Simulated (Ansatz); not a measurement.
**SnO: stationary points along a deformation path**

All numbers below come from DFT PBE+D3(BJ), scalar-relativistic, plane waves, PAW (Ansatz 0.2.0). Settings: plane waves to 420 eV, k-mesh 10×6×8 (Γ-centred), Gaussian smearing 0.05 eV. No spin polarisation. Energies are free energies at this smearing, counted from the undisturbed cell; pressure is positive in compression.

Zero of the scan (as given, not relaxed at this level; it stands at -1.3 GPa; this form isn't the usual structure):

```
Sn O
1.0
     3.35500    0.00000    0.00000
     0.00000    5.67410    0.00000
     0.00000    0.00000    4.22197
Sn O
2 2
Direct
  0.00000 0.23191 0.51314
  0.50000 0.76809 0.01314
  0.00000 0.89125 0.73686
  0.50000 0.10875 0.23686
```

At fixed volume and fractional coordinates, lengths along (0.000, 0.000, 1.000) are scaled against those across it; ρ is that ratio over its starting value. V = 20.093 Å³/atom. Δσ is the stress along the axis less the mean stress across it (compression positive).

| ρ | ΔE (meV/atom) | Δσ (GPa) | space group |
| --- | --- | --- | --- |
| 0.850 | 26.0 | 4.00 | Pmn2_1 |
| 0.920 | 6.7 | 1.92 | Pmn2_1 |
| 0.960 | 1.6 | 0.93 | Pmn2_1 |
| 1.000 | 0.0 | 0.01 | Pmn2_1 |
| 1.100 | 8.9 | -2.30 | Pmn2_1 |
| 1.200 | 34.4 | -4.77 | Pmn2_1 |

Q: How does the stress give the slope of the energy, and where is the energy stationary?

A: Along the path d ln(length) is 2/3 d ln ρ on the axis and −1/3 d ln ρ across it, so dE/d ln ρ = −(2/3) V Δσ: the energy falls with ρ where Δσ is positive. Δσ vanishes or changes sign at ρ = 1.000 (Pmn2_1), a minimum at 0.0 meV/atom. Pairs of stationary points between two samples would go unseen, and could change a minimum read from distant neighbours into a maximum.

Q: Integrate that slope from ρ = 1 to 1.200 by the trapezoid rule.

A: With V/N in Å³ and 1 eV/Å³ = 160.2 GPa the slopes at ρ = 1.000, 1.100, 1.200 are -1, 192, 399 meV/atom per unit of ln ρ. The steps add 9.1 + 25.7 = 34.8 meV/atom, against 34.4 from the energies; the trapezoid rule misses the curvature of the slope within each step.

Forces appear on the atoms along this scan, and letting them relax would lower the energy and soften the response.